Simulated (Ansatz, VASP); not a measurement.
# Cross-check of In13Sb13H30 (InSb wire along [111], 26 atoms a period, H-terminated) between VASP and Ansatz

Aim: how closely do two programs agree when they are given the same cell, functional and k mesh? The structure shown is the start of the Ansatz relaxation below; VASP solves that cell, so the two are compared at the walk's first step.

Method: plane waves, with VASP 6.6.1 beside it; single point at PBE, in Ansatz 0.2.0.

## 1. Starting point

The cell holds 56 atoms: 13 In, 13 Sb and 30 H. Cell: a = 19.083 Å, b = 18.248 Å, c = 11.483 Å, α = 90.0°, β = 90.0°, γ = 90.0°. Vacuum lies along a and b. The structure's axis is c.

## 2. Ansatz: relaxation, PBE

Ansatz runs on its PAW soft_1 files.

The two programs are compared at the cell with which this relaxation starts, whose forces are those of its first step.

Input file input.yaml:

```yaml
crystal:
  lattice:
    - [19.083, 0.0, 0.0]
    - [0.0, 18.248, 0.0]
    - [0.0, 0.0, 11.4834968542]
  atoms:
    - { symbol: In, position: [0.37716412, 0.426615863, 0.0] }
    - { symbol: In, position: [0.49999905, 0.649107601, 0.0] }
    - { symbol: Sb, position: [0.37716412, 0.426615863, 0.25] }
    - { symbol: Sb, position: [0.49999905, 0.649107601, 0.25] }
    - { symbol: Sb, position: [0.622833981, 0.426615863, 0.25] }
    - { symbol: H, position: [0.301003982, 0.620926812, 0.281664983] }
    - { symbol: H, position: [0.49999905, 0.260485702, 0.281664983] }
    - { symbol: H, position: [0.698994119, 0.620926812, 0.281664983] }
    - { symbol: H, position: [0.302287579, 0.381407735, 0.300797535] }
    - { symbol: H, position: [0.49999905, 0.739523856, 0.300797535] }
    - { symbol: H, position: [0.697710521, 0.381407735, 0.300797535] }
    - { symbol: In, position: [0.37716412, 0.574943688, 0.333333333] }
    - { symbol: In, position: [0.49999905, 0.35245195, 0.333333333] }
    - { symbol: In, position: [0.622833981, 0.574943688, 0.333333333] }
    - { symbol: Sb, position: [0.37716412, 0.574943688, 0.583333333] }
    - { symbol: Sb, position: [0.49999905, 0.35245195, 0.583333333] }
    - { symbol: Sb, position: [0.622833981, 0.574943688, 0.583333333] }
    - { symbol: H, position: [0.178169051, 0.546762899, 0.614998317] }
    - { symbol: H, position: [0.254329189, 0.408813527, 0.614998317] }
    - { symbol: H, position: [0.301003982, 0.324271161, 0.614998317] }
    - { symbol: H, position: [0.301003982, 0.769254638, 0.614998317] }
    - { symbol: H, position: [0.37716412, 0.186321789, 0.614998317] }
    - { symbol: H, position: [0.453324258, 0.769254638, 0.614998317] }
    - { symbol: H, position: [0.546673843, 0.769254638, 0.614998317] }
    - { symbol: H, position: [0.622833981, 0.186321789, 0.614998317] }
    - { symbol: H, position: [0.698994119, 0.769254638, 0.614998317] }
    - { symbol: H, position: [0.698994119, 0.324271161, 0.614998317] }
    - { symbol: H, position: [0.745668911, 0.408813527, 0.614998317] }
    - { symbol: H, position: [0.821829049, 0.546762899, 0.614998317] }
    - { symbol: In, position: [0.254329189, 0.500779775, 0.666666667] }
    - { symbol: In, position: [0.37716412, 0.278288037, 0.666666667] }
    - { symbol: In, position: [0.37716412, 0.723271514, 0.666666667] }
    - { symbol: In, position: [0.49999905, 0.500779775, 0.666666667] }
    - { symbol: In, position: [0.622833981, 0.723271514, 0.666666667] }
    - { symbol: In, position: [0.622833981, 0.278288037, 0.666666667] }
    - { symbol: In, position: [0.745668911, 0.500779775, 0.666666667] }
    - { symbol: Sb, position: [0.254329189, 0.500779775, 0.916666667] }
    - { symbol: Sb, position: [0.37716412, 0.278288037, 0.916666667] }
    - { symbol: Sb, position: [0.37716412, 0.723271514, 0.916666667] }
    - { symbol: Sb, position: [0.49999905, 0.500779775, 0.916666667] }
    - { symbol: Sb, position: [0.622833981, 0.723271514, 0.916666667] }
    - { symbol: Sb, position: [0.622833981, 0.278288037, 0.916666667] }
    - { symbol: Sb, position: [0.745668911, 0.500779775, 0.916666667] }
    - { symbol: H, position: [0.179452649, 0.455571648, 0.967464202] }
    - { symbol: H, position: [0.254329189, 0.591196031, 0.967464202] }
    - { symbol: H, position: [0.302287579, 0.233079909, 0.967464202] }
    - { symbol: H, position: [0.302287579, 0.678063387, 0.967464202] }
    - { symbol: H, position: [0.37716412, 0.813687769, 0.967464202] }
    - { symbol: H, position: [0.45204066, 0.233079909, 0.967464202] }
    - { symbol: H, position: [0.54795744, 0.233079909, 0.967464202] }
    - { symbol: H, position: [0.622833981, 0.813687769, 0.967464202] }
    - { symbol: H, position: [0.697710521, 0.678063387, 0.967464202] }
    - { symbol: H, position: [0.697710521, 0.233079909, 0.967464202] }
    - { symbol: H, position: [0.745668911, 0.591196031, 0.967464202] }
    - { symbol: H, position: [0.820545451, 0.455571648, 0.967464202] }
    - { symbol: In, position: [0.622833981, 0.426615863, 0.0] }
kpoints:
  mp_grid: { grid: [1, 1, 7] }
scf:
  occupations: { method: fermi_dirac, width: 0.05 }
hamiltonian:
  xc: pbe
  pseudopotentials: { kind: paw, azcp: { folder: soft_1 } }
relax:
  cell: { fix: [a, b, alpha, beta, gamma] }
  max_steps: 45
  f_tol: 0.03
```

Launch:

```console
ansatz run input.yaml --threads 4 --pin off --max-ram 16384MiB --backend cpu --events-out ev --progress --plain --runs-dir out
```

Numbers of over 12 decimals in the logs are rounded to 6 here.

Log:

```text
Engine: ansatz 0.2.0, aarch64-unknown-linux-gnu
Pseudopotentials: kind: paw
Pseudopotential: In, paw, valence charge 13, recommended cutoff 420 eV (normal), soft_1/In.paw.azcp
Pseudopotential: Sb, paw, valence charge 15, recommended cutoff 420 eV (normal), soft_1/Sb.paw.azcp
Pseudopotential: H, paw, valence charge 1, recommended cutoff 420 eV (normal), soft_1/H.paw.azcp
Functional definition: PBE
  parameter kappa = 0.804
  parameter beta = 0.066725
  exchange = pbe_x(kappa = kappa, mu = beta*pi^2/3)
  correlation = pbe_c(beta = beta)
Crystal: 56 atoms, lattice volume = 3998.859 Å³
Basis set: ecut = 420 eV, 78121 PW (Γ), exchange–correlation on 256×250×160 points (8 copies of the dense FFT grid, shifted against one another)
Bands: 253, of which v1, the nominal top of the filled ones, is band 197 counted from 1 (196 counted from 0)
Symmetry: 2 space group operations
Space group: Pm (ITA 6), of the structure as read, at distance tolerance 1.6e-4 Å
k-points: 4 of 7 (time reversal used)
Non-local potential: In, projectors of the file, l = 0: 2, l = 1: 2, l = 2: 2, l = 3: 1
Non-local potential: Sb, projectors of the file, l = 0: 2, l = 1: 2, l = 2: 2, l = 3: 1
Non-local potential: H, projectors of the file, l = 0: 2, l = 1: 1
PAW form: soft (Blöchl's): semilocal exchange-correlation on the pseudo side does not see the compensation charge
PAW one-centre angular grid: In, 590 points (default); XC on 64 Gauss nodes
PAW one-centre angular grid: Sb, 590 points (default); XC on 64 Gauss nodes
PAW one-centre angular grid: H, 110 points (default); XC on 64 Gauss nodes
Initial density: superposition of atomic densities (neutral atoms: chi_scale 0, normalization atom)
Initial wavefunctions: pseudopotential atomic-orbital guess
Functional: x = pbe(κ = 0.804, μ = 0.219515), c = pbe(β = 0.066725)
SCF iter   1: F=—  HF=-157543.958346 eV  |F-HF|=—  |Δ(HF+E_count)|=         —  Δρ=2.59e-2  dr2=3.40e1  ethr=3.10e-3  ⟨swp⟩=7.0  Hψ=3689  notcnv=0  defer=92
preconditioner: auto → Resta (q_TF=auto, 1.854 Å⁻¹)  ε∞=1.6  [insulator: Δε(μ)=1.593 eV  Ē_g=12.643 eV  σ=0.050 eV  W_gap=1.00  n_scr=446 (ndim 8)  ℏωp=9.5 eV  f_vac=0.626  D(μ)=0.00/eV (n_scr^D=0)  ε∞_Penn≈1.6  vacuum switching on, ρ_ref=1.2e-2 e/Å³]
SCF iter   2: F=—  HF=-157534.800444 eV  |F-HF|=—  |Δ(HF+E_count)|=    9.16e0  Δρ=9.13e-3  dr2=5.10e0  ethr=3.10e-3  ⟨swp⟩=3.8  Hψ=1577  notcnv=0  defer=191
SCF iter   3: F=—  HF=-157533.969018 eV  |F-HF|=—  |Δ(HF+E_count)|=   8.31e-1  Δρ=4.40e-3  dr2=1.57e0  ethr=1.30e-3  ⟨swp⟩=4.0  Hψ=1131  notcnv=0  defer=191
SCF iter   4: F=—  HF=-157533.727583 eV  |F-HF|=—  |Δ(HF+E_count)|=   2.41e-1  Δρ=1.33e-3  dr2=2.02e-1  ethr=3.97e-4  ⟨swp⟩=4.2  Hψ=1303  notcnv=0  defer=188
SCF iter   5: F=—  HF=-157533.704569 eV  |F-HF|=—  |Δ(HF+E_count)|=   2.30e-2  Δρ=4.69e-4  dr2=1.30e-2  ethr=5.13e-5  ⟨swp⟩=4.0  Hψ=1155  notcnv=0  defer=188
SCF iter   6: F=—  HF=-157533.705962 eV  |F-HF|=—  |Δ(HF+E_count)|=   1.39e-3  Δρ=2.25e-4  dr2=2.58e-3  ethr=3.31e-6  ⟨swp⟩=2.0  Hψ=1354  notcnv=0  defer=188
SCF iter   7: F=—  HF=-157533.706546 eV  |F-HF|=—  |Δ(HF+E_count)|=   5.84e-4  Δρ=8.01e-5  dr2=3.05e-4  ethr=6.54e-7  ⟨swp⟩=2.0  Hψ=1051  notcnv=0  defer=188
SCF iter   8: F=—  HF=-157533.706742 eV  |F-HF|=—  |Δ(HF+E_count)|=   1.96e-4  Δρ=2.22e-5  dr2=3.56e-5  ethr=7.73e-8  ⟨swp⟩=2.0  Hψ=1093  notcnv=0  defer=188
SCF iter   9: F=—  HF=-157533.706031 eV  |F-HF|=—  |Δ(HF+E_count)|=   7.11e-4  Δρ=8.51e-6  dr2=5.54e-6  ethr=9.05e-9  ⟨swp⟩=2.0  Hψ=1245  notcnv=0  defer=188
SCF iter  10: F=—  HF=-157533.706034 eV  |F-HF|=—  |Δ(HF+E_count)|=   3.13e-6  Δρ=3.25e-6  dr2=6.51e-7  ethr=1.40e-9  ⟨swp⟩=2.0  Hψ=1269  notcnv=0  defer=188
SCF iter  11: F=—  HF=-157533.706035 eV  |F-HF|=—  |Δ(HF+E_count)|=   6.10e-7  Δρ=1.32e-6  dr2=1.34e-7  ethr=2.54e-11  ⟨swp⟩=5.0  Hψ=3344  notcnv=0
SCF iter  12: F=-157533.706035 eV  HF=-157533.706035 eV  |F-HF|=1.34e-9  |Δ(HF+E_count)|=   8.12e-8  Δρ=4.23e-7  dr2=1.45e-8  ethr=2.54e-11  ⟨swp⟩=5.0  Hψ=3159  notcnv=0
SCF 1 converged in 12 iterations: F = -157533.706035 eV  dr2 = 1.45e-8
  greatest PAW one-centre occupation: 0.995 electrons in one spin orbital (limit 2), on the Sb atom at site 40 (counted from 0), in its partial waves of l = 2
relax step   1: F+E_penalty+E_count = -157533.70603496 eV  Δ(F+E_penalty+E_count) = +0.000e0 eV  max|allowed force component| = 1.085e0 eV/Å  Δτ_max = 0.0000 Å  P = -0.210 GPa  Ω = 3998.859 Å³  fix = [a, b, alpha, beta, gamma]  reactions: a -0.312, b -0.311 GPa; alpha -0.001 GPa/rad  (12 SCF iters, dr2 threshold 1.00e-7 eV, accepted)
Crystal: 56 atoms, lattice volume = 4003.060 Å³
Basis set: ecut = 420 eV, 78209 PW (Γ), exchange–correlation on 256×250×160 points (8 copies of the dense FFT grid, shifted against one another)
Initial density: handed on by an earlier stage of this run
Initial wavefunctions: those handed on with the density
[...]
E sigma→0 (E₀):  -157536.887081 eV
Fermi energy:    -1.554341 eV
--- Per-component energies (eV) ---
  E_band       = -6890.804270
  E_kinetic    = 5331.379073
  E_local      = -165079.253954  (includes V_loc(G=0)·N_el)
  E_nonlocal   = 9350.568259
  E_hartree    = 77238.822936
  E_xc         = -3374.508922
  E_vxc        = -2639.795310  (∫ρ·V_xc dr)
  E_paw        = -113842.584517  (= ΣΔE_a)
  E_vpaw       = -8331.320448  (= ΣTr[D̂ρ^β])
  E_aug_tail   = -0.022507  (compensation charges beyond the density's cutoff)
  E_ewald      = 32838.712551
  E_smearing   = -0.000000  (= −TS)
  E_closure    = 0.000000  (closes the sum)
  Σ components = -157536.887081   (vs F -157536.887081, Δ=0.00e0)
--- Forces (eV/Å), atoms counted from 1 ---
  atom   1  In     0.00391135     0.00217767    -0.00431297
  atom   2  In     0.00000000    -0.00429853    -0.00438218
  atom   3  Sb    -0.00094785    -0.00058965     0.00134198
  atom   4  Sb     0.00000000     0.00106702     0.00130775
  atom   5  Sb     0.00094785    -0.00058965     0.00134198
  atom   6  H     -0.00282833     0.00161073    -0.00082856
  atom   7  H      0.00000000    -0.00324466    -0.00078885
  atom   8  H      0.00282833     0.00161073    -0.00082856
  atom   9  H      0.00084237     0.00051499    -0.00108787
  atom  10  H      0.00000000    -0.00099116    -0.00108935
  atom  11  H     -0.00084237     0.00051499    -0.00108787
  atom  12  In    -0.00207996     0.00125114    -0.00017954
  atom  13  In     0.00000000    -0.00234714    -0.00027862
  atom  14  In     0.00207996     0.00125114    -0.00017954
  atom  15  Sb    -0.00011484     0.00005337    -0.00452696
  atom  16  Sb     0.00000000    -0.00003504    -0.00467395
  atom  17  Sb     0.00011484     0.00005337    -0.00452696
  atom  18  H      0.00087102     0.00186918    -0.00033294
  atom  19  H      0.00063799     0.00164142    -0.00132988
  atom  20  H      0.00188880    -0.00038003    -0.00134415
  atom  21  H     -0.00114897    -0.00173430    -0.00031632
  atom  22  H      0.00211205    -0.00021080    -0.00026619
  atom  23  H     -0.00120389    -0.00141356    -0.00138853
  atom  24  H      0.00120389    -0.00141356    -0.00138853
[...]
atom  49  H      0.00011532    -0.00117279    -0.00035050
  atom  50  H     -0.00011532    -0.00117279    -0.00035050
  atom  51  H      0.00222170     0.00019124     0.00062349
  atom  52  H      0.00104341     0.00095337    -0.00021873
  atom  53  H     -0.00057138    -0.00180662     0.00040879
  atom  54  H      0.00095466     0.00078718    -0.00048316
  atom  55  H      0.00127003     0.00122810     0.00035583
  atom  56  In    -0.00391135     0.00217767    -0.00431297
  max |Σ_I F_I| component: 4.04e-6 eV/Å
--- Stress (GPa, compression-positive) ---
        0.002377       0.000000       0.000000
        0.000000       0.001700       0.000269
        0.000000       0.000269       0.001072
  P = ⅓ Tr σ = 0.0017 GPa (0.017 kbar)
--- Relaxed structure (10 steps of the walk, 10 accepted, 1 SCFs on fresh bases) ---
  F+E_penalty+E_count = -157536.88708079 eV   max|allowed force component| = 1.262e-2 eV/Å   (the final SCF, on the basis selected at the relaxed cell)
  cell:  # Å, volume = 3972.0108 Å³
    - [19.083, 0.0, 0.0]
    - [0.0, 18.248, 0]
    - [0.0, 0, 11.406398]
  atoms:
    - { symbol: In, position: [0.380564, 0.428790, 0.010486] }
    - { symbol: In, position: [0.500000, 0.645141, 0.010401] }
    - { symbol: Sb, position: [0.386935, 0.432507, 0.259388] }
    - { symbol: Sb, position: [0.500000, 0.637324, 0.259320] }
    - { symbol: Sb, position: [0.613065, 0.432507, 0.259388] }
    - { symbol: H, position: [0.297939, 0.622702, 0.276404] }
    - { symbol: H, position: [0.500000, 0.256733, 0.276422] }
    - { symbol: H, position: [0.702061, 0.622702, 0.276404] }
    - { symbol: H, position: [0.311546, 0.386960, 0.296549] }
    - { symbol: H, position: [0.500000, 0.728338, 0.296672] }
    - { symbol: H, position: [0.688454, 0.386960, 0.296549] }
    - { symbol: In, position: [0.368475, 0.580216, 0.345932] }
    - { symbol: In, position: [0.500000, 0.341907, 0.345831] }
    - { symbol: In, position: [0.631525, 0.580216, 0.345932] }
    - { symbol: Sb, position: [0.373537, 0.577148, 0.594134] }
    - { symbol: Sb, position: [0.500000, 0.348046, 0.594055] }
    - { symbol: Sb, position: [0.626463, 0.577148, 0.594134] }
    - { symbol: H, position: [0.176908, 0.581483, 0.635922] }
    - { symbol: H, position: [0.233580, 0.421920, 0.602492] }
    - { symbol: H, position: [0.301541, 0.298556, 0.602053] }
    - { symbol: H, position: [0.271587, 0.752972, 0.635914] }
    - { symbol: H, position: [0.405459, 0.167693, 0.636357] }
    - { symbol: H, position: [0.432140, 0.781384, 0.602182] }
    - { symbol: H, position: [0.567860, 0.781384, 0.602182] }
    - { symbol: H, position: [0.594541, 0.167693, 0.636357] }
    - { symbol: H, position: [0.728413, 0.752972, 0.635914] }
    - { symbol: H, position: [0.698459, 0.298556, 0.602053] }
    - { symbol: H, position: [0.766420, 0.421920, 0.602492] }
    - { symbol: H, position: [0.823092, 0.581483, 0.635922] }
    - { symbol: In, position: [0.239235, 0.512721, 0.645236] }
    - { symbol: In, position: [0.379583, 0.258531, 0.645296] }
    - { symbol: In, position: [0.359731, 0.731064, 0.645186] }
    - { symbol: In, position: [0.500000, 0.500788, 0.656517] }
    - { symbol: In, position: [0.640269, 0.731064, 0.645186] }
    - { symbol: In, position: [0.620417, 0.258531, 0.645296] }
    - { symbol: In, position: [0.760765, 0.512721, 0.645236] }
    - { symbol: Sb, position: [0.259315, 0.493829, 0.902431] }
    - { symbol: Sb, position: [0.373798, 0.286457, 0.902345] }
    - { symbol: Sb, position: [0.385464, 0.722346, 0.902354] }
    - { symbol: Sb, position: [0.500000, 0.500869, 0.912417] }
    - { symbol: Sb, position: [0.614536, 0.722346, 0.902354] }
    - { symbol: Sb, position: [0.626202, 0.286457, 0.902345] }
    - { symbol: Sb, position: [0.740685, 0.493829, 0.902431] }
    - { symbol: H, position: [0.190985, 0.449429, 0.969410] }
    - { symbol: H, position: [0.248516, 0.573805, 0.978639] }
    - { symbol: H, position: [0.302906, 0.246666, 0.969288] }
    - { symbol: H, position: [0.313856, 0.691986, 0.978474] }
    - { symbol: H, position: [0.387961, 0.806410, 0.969369] }
    - { symbol: H, position: [0.434674, 0.236686, 0.978474] }
    - { symbol: H, position: [0.565326, 0.236686, 0.978474] }
    - { symbol: H, position: [0.612039, 0.806410, 0.969369] }
    - { symbol: H, position: [0.686144, 0.691986, 0.978474] }
    - { symbol: H, position: [0.697094, 0.246666, 0.969288] }
    - { symbol: H, position: [0.751484, 0.573805, 0.978639] }
    - { symbol: H, position: [0.809015, 0.449429, 0.969410] }
    - { symbol: In, position: [0.619436, 0.428790, 0.010486] }
```

(Continued in part 2 of 2.)

[Lines on the potential files, build, host, timing and source positions are cut from VASP's logs without a mark.]

[Logs are printed without paths, hosts, clocks, repeated set-up lines and the standing remarks that a program may print on its own settings, such as how far it seeks lower states.]

[Hosts, paths, dates, database ids (printed as entryN), source tags and the programs' standing remarks are cut or masked in the printed files.]
